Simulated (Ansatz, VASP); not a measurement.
## Ba: VASP beside Ansatz

```
Ba
1.0
     0.00000    5.36959    5.36959
     5.36959    0.00000    5.36959
     5.36959    5.36959    0.00000
Ba
2
Direct
  0.12500 0.12500 0.12500
  0.87500 0.87500 0.87500
```

Alike in both runs: task single point; functional BLYP; k mesh 6 × 6 × 6; occupations fermi-dirac, width 0.1 eV; no spin polarisation.

|  | VASP | Ansatz |
| --- | --- | --- |
| version | VASP 6.6.1 | Ansatz 0.2.0 |
| potentials or method | VASP PAW PBE potentials, release 64 (Ba_sv) | plane waves (420 eV) with PAW, scalar-relativistic |
| plane-wave cutoff (eV) | 520 | 420 |
| valence electrons in the cell | 20 | 20 |

|  | VASP | Ansatz | Ansatz less VASP |
| --- | --- | --- | --- |
| pressure (GPa) | 0.1 | 0.1 | 0.00 |

The functional is the same, so the differences come from potentials, cutoffs and numerics.

Caveats: the PAW data sets were made with another functional, which shifts forces and pressure a little (VASP). The runs have no spin-orbit coupling, so splittings on Ba are missing.
